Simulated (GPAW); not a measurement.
# AlN (F-43m) in GPAW: further runs

One crystal, AlN, is run at these levels: C09-vdW, PBE; tasks: equation of state, band structure, energy-loss spectrum.

Program: GPAW 26.7.0. These are calculated values, not measurements. Logs are shortened: lines on timing, memory, paths and dates and some standing lists are left out, and cuts for length are marked. The log counts tension as positive stress, the text compression.

### Step 1. The structure

Symmetry: F-43m, No. 216, cubic system. Conventional cell: a = 4.368 Å, b = 4.368 Å, c = 4.368 Å, α = 90.00°, β = 90.00°, γ = 90.00°. Al (site symmetry -43m) has 4 N at 1.89 Å as nearest neighbours. N (site symmetry -43m) is surrounded by 4 Al at 1.89 Å.

Measurements of this composition are mostly on another form, of space group No. 186.

### Step 2. Equation of state, C09-vdW

The input, run.py:

```python
import spglib
from ase import Atoms
from ase.eos import EquationOfState
from ase.io import Trajectory, read
from ase.units import GPa
from gpaw import GPAW, PW

atoms = read('AlN.cif')
cell, positions, numbers = spglib.find_primitive(
    (atoms.cell[:], atoms.get_scaled_positions(), atoms.numbers), symprec=1e-4)
atoms = Atoms(numbers, cell=cell, scaled_positions=positions, pbc=True)

traj = Trajectory('eos.traj', 'w')
volumes, energies = [], []
for x in [0.94, 0.96, 0.98, 1.0, 1.02, 1.04, 1.06]:
    a = atoms.copy()
    a.set_cell(atoms.cell * x**(1 / 3), scale_atoms=True)
    calc = GPAW(mode=PW(800),
                xc={'name': 'C09-vdW', 'backend': 'libvdwxc'},
                kpts={'size': (10, 10, 10), 'gamma': True},
                occupations={'name': 'fermi-dirac', 'width': 0.05},
                nbands=11,
                convergence={'density': 1e-05, 'energy': 1e-05},
                maxiter=150,
                txt=f'eos-{x:.2f}.txt')
    a.calc = calc
    energies.append(a.get_potential_energy(force_consistent=True))
    volumes.append(a.get_volume())
    calc.write(f'eos-{x:.2f}.gpw')
    traj.write(a)
    print(f'{x:.2f} {volumes[-1]:10.4f} A^3 {energies[-1]:14.6f} eV', flush=True)

v0, e0, B = EquationOfState(volumes, energies, eos='birchmurnaghan').fit()
print(f'V0 = {v0:.4f} A^3, E0 = {e0:.6f} eV, B0 = {B / GPa:.2f} GPa')
```

The input, AlN.cif:

```cif
data_AlN
_cell_length_a 4.36798712
_cell_length_b 4.36798712
_cell_length_c 4.36798712
_cell_angle_alpha 90.00000000
_cell_angle_beta 90.00000000
_cell_angle_gamma 90.00000000
_space_group_name_H-M_alt 'F-43m'
_space_group_name_Hall 'F -4 2 3'
_space_group_IT_number 216
loop_
_space_group_symop_operation_xyz
'x,y,z'
'y,-x,-z'
'-x,-y,z'
'-y,x,-z'
'x,-y,-z'
'y,x,z'
'-x,y,-z'
'-y,-x,z'
'z,x,y'
'-z,y,-x'
'z,-x,-y'
'-z,-y,x'
'-z,x,-y'
'z,y,x'
'-z,-x,y'
'z,-y,-x'
'y,z,x'
'-x,-z,y'
'-y,z,-x'
'x,-z,-y'
'-y,-z,x'
'x,z,y'
'y,-z,-x'
'-x,z,-y'
'x,y+1/2,z+1/2'
'y,-x+1/2,-z+1/2'
'-x,-y+1/2,z+1/2'
'-y,x+1/2,-z+1/2'
'x,-y+1/2,-z+1/2'
'y,x+1/2,z+1/2'
'-x,y+1/2,-z+1/2'
'-y,-x+1/2,z+1/2'
'z,x+1/2,y+1/2'
'-z,y+1/2,-x+1/2'
'z,-x+1/2,-y+1/2'
'-z,-y+1/2,x+1/2'
'-z,x+1/2,-y+1/2'
'z,y+1/2,x+1/2'
'-z,-x+1/2,y+1/2'
'z,-y+1/2,-x+1/2'
'y,z+1/2,x+1/2'
'-x,-z+1/2,y+1/2'
'-y,z+1/2,-x+1/2'
'x,-z+1/2,-y+1/2'
'-y,-z+1/2,x+1/2'
'x,z+1/2,y+1/2'
'y,-z+1/2,-x+1/2'
'-x,z+1/2,-y+1/2'
'x+1/2,y,z+1/2'
'y+1/2,-x,-z+1/2'
'-x+1/2,-y,z+1/2'
'-y+1/2,x,-z+1/2'
'x+1/2,-y,-z+1/2'
'y+1/2,x,z+1/2'
'-x+1/2,y,-z+1/2'
'-y+1/2,-x,z+1/2'
'z+1/2,x,y+1/2'
'-z+1/2,y,-x+1/2'
'z+1/2,-x,-y+1/2'
'-z+1/2,-y,x+1/2'
'-z+1/2,x,-y+1/2'
'z+1/2,y,x+1/2'
'-z+1/2,-x,y+1/2'
'z+1/2,-y,-x+1/2'
'y+1/2,z,x+1/2'
'-x+1/2,-z,y+1/2'
'-y+1/2,z,-x+1/2'
'x+1/2,-z,-y+1/2'
'-y+1/2,-z,x+1/2'
'x+1/2,z,y+1/2'
'y+1/2,-z,-x+1/2'
'-x+1/2,z,-y+1/2'
'x+1/2,y+1/2,z'
'y+1/2,-x+1/2,-z'
'-x+1/2,-y+1/2,z'
'-y+1/2,x+1/2,-z'
'x+1/2,-y+1/2,-z'
'y+1/2,x+1/2,z'
'-x+1/2,y+1/2,-z'
'-y+1/2,-x+1/2,z'
'z+1/2,x+1/2,y'
'-z+1/2,y+1/2,-x'
'z+1/2,-x+1/2,-y'
'-z+1/2,-y+1/2,x'
'-z+1/2,x+1/2,-y'
'z+1/2,y+1/2,x'
'-z+1/2,-x+1/2,y'
'z+1/2,-y+1/2,-x'
'y+1/2,z+1/2,x'
'-x+1/2,-z+1/2,y'
'-y+1/2,z+1/2,-x'
'x+1/2,-z+1/2,-y'
'-y+1/2,-z+1/2,x'
'x+1/2,z+1/2,y'
'y+1/2,-z+1/2,-x'
'-x+1/2,z+1/2,-y'
loop_
_atom_site_label
_atom_site_type_symbol
_atom_site_symmetry_multiplicity
_atom_site_Wyckoff_symbol
_atom_site_fract_x
_atom_site_fract_y
_atom_site_fract_z
_atom_site_occupancy
Al1 Al 4 a 0.0000000000 0.0000000000 0.0000000000 1
N1 N 4 d 0.2500000000 0.2500000000 0.7500000000 1
```

Potentials or basis: GPAW PAW data sets (gpaw-data 1.2.1), pw.

The run is started by

```console
$ OMP_NUM_THREADS=1 python run.py
```

The program printed:

```text
__  _  _
 | _ |_)|_||  |
 |__||  | ||/\| - 26.7.0

Input parameters:
  mode=PW(ecut=800.0),
  convergence={'density': 1e-05, 'energy': 1e-05},
  kpts=MonkhorstPack(size=(10, 10, 10), gamma=True),
  maxiter=150,
  nbands=11,
  occupations=Occupations(name='fermi-dirac', width=0.05),
  xc=XC(name='C09-vdW', backend='libvdwxc')

Diagonalizing LCAO Hamiltonian
Converting LCAO to pw mode

                 N

       Al

Atoms  # Å, Bohr magnetons
|   | symbol |        x |        y |        z |    initial magnetic moments |
|---|--------|----------|----------|----------|-----------------------------|
| 0 |     Al | 0.000000 | 0.000000 | 0.000000 | ( 0.0000,  0.0000,  0.0000) |
| 1 |      N | 3.209115 | 3.209115 | 3.209115 | ( 0.0000,  0.0000,  0.0000) |

Unit cell  # Å
| periodic |        x |        y |        z |  lengths |    angles |
|----------|----------|----------|----------|----------|-----------|
|      yes | 0.000000 | 2.139410 | 2.139410 | 3.025582 | 60.000000 |
|      yes | 2.139410 | 0.000000 | 2.139410 | 3.025582 | 60.000000 |
|      yes | 2.139410 | 2.139410 | 0.000000 | 3.025582 | 60.000000 |

Number of symmetries: 24
Symmetry operations  # r_c * U_cc + t_c -> r_c
|    | kind |            matrix            |
|----|------|------------------------------|
|  0 |  E   |  1, 0, 0,  0, 1, 0,  0, 0, 1 |
|  1 |  σ   |  1, 0, 0,  0, 0, 1,  0, 1, 0 |
|  2 |  σ   |  1, 0,-1,  0, 1,-1,  0, 0,-1 |
|  3 |  C3  |  1, 0,-1,  0, 0,-1,  0, 1,-1 |
|  4 |  C3  |  1,-1, 0,  0,-1, 1,  0,-1, 0 |
|  5 |  σ   |  1,-1, 0,  0,-1, 0,  0,-1, 1 |
|  6 |  σ   |  0, 1, 0,  1, 0, 0,  0, 0, 1 |
|  7 |  C3  |  0, 1, 0,  0, 0, 1,  1, 0, 0 |
|  8 |  C2  |  0, 1,-1,  1, 0,-1,  0, 0,-1 |
|  9 |  S4  |  0, 1,-1,  0, 0,-1,  1, 0,-1 |
| 10 |  C3  |  0, 0, 1,  1, 0, 0,  0, 1, 0 |
| 11 |  σ   |  0, 0, 1,  0, 1, 0,  1, 0, 0 |
| 12 |  S4  |  0, 0,-1,  1, 0,-1,  0, 1,-1 |
| 13 |  C3  |  0, 0,-1,  0, 1,-1,  1, 0,-1 |
| 14 |  S4  |  0,-1, 1,  1,-1, 0,  0,-1, 0 |
| 15 |  C2  |  0,-1, 1,  0,-1, 0,  1,-1, 0 |
| 16 |  C3  |  0,-1, 0,  1,-1, 0,  0,-1, 1 |
| 17 |  S4  |  0,-1, 0,  0,-1, 1,  1,-1, 0 |
| 18 |  S4  | -1, 1, 0, -1, 0, 1, -1, 0, 0 |
| 19 |  C3  | -1, 1, 0, -1, 0, 0, -1, 0, 1 |
| 20 |  C3  | -1, 0, 1, -1, 1, 0, -1, 0, 0 |
| 21 |  S4  | -1, 0, 1, -1, 0, 0, -1, 1, 0 |
| 22 |  σ   | -1, 0, 0, -1, 1, 0, -1, 0, 1 |
| 23 |  C2  | -1, 0, 0, -1, 0, 1, -1, 1, 0 |

BZ-sampling:
  Number of BZ points: 1000
  Number of IBZ points: 47

  Monkhorst-Pack size: [10, 10, 10]
  Monkhorst-Pack shift: [0.05, 0.05, 0.05]

K-points  # in reciprocal-cell coordinates
|     |                                coordinates |     weight |
|-----|--------------------------------------------|------------|
|   0 | (  0.00000000,   0.00000000,   0.00000000) | 0.00100000 |
|   1 | (  0.10000000,   0.10000000,   0.00000000) | 0.00600000 |
|   2 | (  0.10000000,   0.10000000,   0.10000000) | 0.00800000 |
|   3 | (  0.20000000,   0.10000000,   0.10000000) | 0.01200000 |
|   4 | (  0.20000000,   0.20000000,   0.00000000) | 0.00600000 |
|   5 | (  0.20000000,   0.20000000,   0.10000000) | 0.02400000 |
|   6 | (  0.20000000,   0.20000000,   0.20000000) | 0.00800000 |
|   7 | (  0.30000000,   0.20000000,   0.10000000) | 0.02400000 |
|   8 | (  0.30000000,   0.20000000,   0.20000000) | 0.02400000 |
|   9 | (  0.30000000,   0.30000000,   0.00000000) | 0.00600000 |
| ... |                                            |            |
|  46 | (  0.50000000,   0.50000000,   0.50000000) | 0.00400000 |

Plane wave coefficients: 1020
Cutoff: 800.0 eV

Spin-components: 1 (collinear spins)
Bands:           11
Projectors:      10
Spin-degeneracy: 2
Datatype:        complex128

Parallelization:
  kpt:    1
  domain: 1
  band:   1

Density:
  Valence electrons: 8.0
  Components: 1
  Grid points: [20 20 20]
  Charge: 0.0  # |e|

Potential:
  Grid points: [20 20 20]

species:
  Al:
    name:    Aluminium
    Z:       13.0
    valence: 3
    core:    10
    charge:  0.0  # [|e|]
    compensation charges:
      type: gauss
      rc: 0.34  # [Å]
      lmax: 2
    cutoffs:
      filter: 1.91  # [Å]
      core: 2.36  # [Å]
    projectors
    | kind |    occ | energy [eV] | rcut [Å] |
    |------|--------|-------------|----------|
    |   3s |  2.000 |      -7.753 |    1.085 |
    |   3p |  1.000 |      -2.712 |    1.085 |
    |    s |        |      19.459 |    1.085 |
    |    p |        |      24.499 |    1.085 |
    |    d |        |       0.000 |    1.085 |

    Using partial waves for Al as LCAO basis

  N:
    name:    Nitrogen
    Z:       7.0
    valence: 5
    core:    2
    charge:  0.0  # [|e|]
    compensation charges:
      type: gauss
      rc: 0.18  # [Å]
      lmax: 2
    cutoffs:
      filter: 1.11  # [Å]
      core: 0.96  # [Å]
    projectors
    | kind |    occ | energy [eV] | rcut [Å] |
    |------|--------|-------------|----------|
    |   2s |  2.000 |     -18.583 |    0.603 |
    |   2p |  3.000 |      -7.089 |    0.529 |
    |    s |        |       8.629 |    0.603 |
    |    p |        |      20.123 |    0.529 |
    |    d |        |       0.000 |    0.577 |

    Using partial waves for N as LCAO basis

Reference energy: -8085.144769  # eV

eigensolver:
  PPCG
  Converge bands: occupied
  niter=2

density mixing:
  MSR1-Mixer
  Pratt-step length: 0.05
  Maximum mixing coefficient: 0.75
  Old densities: 10
  SVD Regularization: 0.005
  Good broyden scale: 1.0
  Trust region scale: 1.0
  Backstep threshold: 4.0
  History deletion threshold: 6.0
  Fourier metric: weight=20.0, sigma=0.015

occupation numbers:
  Fermi-Dirac:
    width: 0.0500  # eV

poisson solver:
  ecut: 6400.0  # eV

xc functional:
  name: vdW-C09 with libvdwxc
  Mode: serial
  Semilocal: GGA_X_C09X+LDA_C_PW with 2 nearest neighbor stencil
  Corresponding non-local functional: vdW-DF
  Local blocksize: 40 x 40 x 40
  PAW datasets: PBE

convergence criteria:
- Maximum integral of absolute [dens]ity change: 1e-05 electrons / valence electron
- Maximum [total energy] change in last 3 cyles: 1e-05 eV / valence electron
- Maximum integral of absolute [eigenst]ate change: 4e-08 eV^2 / valence electron
maximum number of iterations: 150

SCF iterations
|iter     | |      energy | eigst |  dens |
|---------|-|-------------|-------|-------|
|iter:   1| |   -7.744424 | -0.23 |       |
|iter:   2| |   -7.207621 | -2.22 | -0.55 |
|iter:   3| |   -5.600033 | -0.90 | -0.60 |
|iter:   4| |   -5.605714 | -3.12 | -1.25 |
|iter:   5| |   -5.609702 | -3.61 | -1.56 |
|iter:   6| |   -5.609750 | -5.75 | -2.77 |
|iter:   7| |   -5.609760c| -6.45 | -3.15 |
|iter:   8| |   -5.609760c| -7.48c| -4.45 |
|iter:   9| |   -5.609760c| -8.23c| -4.98 |
|iter:  10| |   -5.609760c| -9.54c| -5.88c|

Converged in 10 steps
Energy contributions relative to reference atoms: (reference = -8085.144769)

Energy contributions:
  Kinetic:          24.311506
  Coulomb:         -20.525025
  Zero:              0.075366
  External:          0.000000
  Xc:               -9.471608
  Entropy:          -0.000000
  Spinorbit:         0.000000
  ----------------------------
  Free energy:      -5.609760
  Extrapolated:     -5.609760

dipole moment: (-6.059709, -6.059709, -6.059709)  # |e|*Ang

Fermi level: 7.474
Eigenvalues  # (at kpt = [0.000, 0.000, 0.000])
| band index |      eig [eV] | occ [0-2] |
|------------|---------------|-----------|
|          0 |        -8.766 |     2.000 |
|          1 |         6.512 |     2.000 |
|          2 |         6.512 |     2.000 |
|          3 |         6.513 |     2.000 |
|          4 |        11.344 |     0.000 |
|          5 |        19.685 |     0.000 |
|          6 |        19.685 |     0.000 |
|          7 |        19.685 |     0.000 |
|          8 |        24.691 |     0.000 |
|          9 |        24.699 |     0.000 |
|         10 |        26.220 |     0.000 |

Gap: 3.312 eV
Transition (v -> c):
  (s=0, k=0, n=3, [0.00, 0.00, 0.00]) -> (s=0, k=41, n=4, [0.50, 0.50, 0.00])
Direct/indirect transitions are different
Direct gap: 4.832 eV
Transition at: (s=0, k=0, n=3, [0.00, 0.00, 0.00])
# Writing to eos-0.94.gpw (mode='')
```

Run time: 87 s. Hardware: 1 thread of Arm Neoverse V1, shared host; peak memory 0.26 GiB.

What came out:

| Property | Result |
| --- | --- |
| Equilibrium volume | 10.65 Å³/atom |
| Bulk modulus | 198 GPa |
| Pressure derivative of the bulk modulus | 4.1 (rough: it moves with the points fitted) |

Energy against volume, from the lowest point:
```tsv
volume (Å³/atom)	energy (meV/atom)
9.792	48.78
10.001	26.98
10.209	11.90
10.417	3.13
10.626	0.00
10.834	1.94
11.042	8.46
```

Caveat: the PAW data sets were made with another functional, which shifts forces and pressure a little.

### Step 3. Band structure, PBE

The input, run.py:

```python
from ase.dft.bandgap import bandgap
from ase.io import read, write
from gpaw import GPAW

atoms = read('AlN.cif')

calc = GPAW(mode='lcao',
            h=0.2,
            basis='szp(dzp)',
            xc='PBE',
            kpts={'size': (10, 10, 10), 'gamma': True},
            occupations={'name': 'fermi-dirac', 'width': 0.05},
            convergence={'density': 1e-05, 'energy': 1e-05},
            maxiter=150,
            txt='gpaw.txt')
atoms.calc = calc
energy = atoms.get_potential_energy()
forces = atoms.get_forces()
calc.write('gs.gpw')
write('result.traj', atoms)
print(f'Energy: {energy:.6f} eV')
print('Forces (eV/A):')
print(forces.round(4))
print('Fermi level:', round(calc.get_fermi_level(), 4), 'eV')
print(f'Gap: {bandgap(calc)[0]:.4f} eV, direct: {bandgap(calc, direct=True)[0]:.4f} eV')

path = atoms.cell.bandpath('GXWKGLUWLK,UX', npoints=80, eps=1e-4)
bs_calc = calc.fixed_density(kpts=path, symmetry='off', txt='bands.txt')
bs = bs_calc.band_structure()
bs.write('bs.json')
print(f'Gap on the path: {bandgap(bs_calc)[0]:.4f} eV')
```

The input, AlN.cif:

```cif
data_AlN
_cell_length_a 3.08863331
_cell_length_b 3.08863331
_cell_length_c 3.08863331
_cell_angle_alpha 60.00000000
_cell_angle_beta 60.00000000
_cell_angle_gamma 60.00000000
_space_group_name_H-M_alt 'P1'
_space_group_name_Hall 'P 1'
_space_group_IT_number 1
loop_
_space_group_symop_operation_xyz
'x,y,z'
loop_
_atom_site_label
_atom_site_type_symbol
_atom_site_symmetry_multiplicity
_atom_site_Wyckoff_symbol
_atom_site_fract_x
_atom_site_fract_y
_atom_site_fract_z
_atom_site_occupancy
Al1 Al 1 a 0.0000000000 0.0000000000 0.0000000000 1
N1 N 1 a 0.2500000000 0.2500000000 0.2500000000 1
```

Potentials or basis: GPAW PAW data sets (gpaw-data 1.2.1), lcao:szp(dzp).

The run is started by

```console
$ OMP_NUM_THREADS=1 python run.py
```

It took 89 s on 1 thread of Arm Neoverse V1, shared host; peak memory 0.15 GiB.

These settings aren't checked as converged: the numbers below hold their error.

Results:

```
Free energy             : -13.2698 eV
Band gap on the k mesh  : 3.21 eV, indirect (least direct gap 4.65 eV)
Band gap along the path : 3.21 eV, indirect (least direct gap 4.65 eV)
```

Caveat: the real-space grid adds noise to forces; the basis of atomic orbitals isn't converged, which shifts pressures, moduli and gaps.

[end of part 1 of 2]
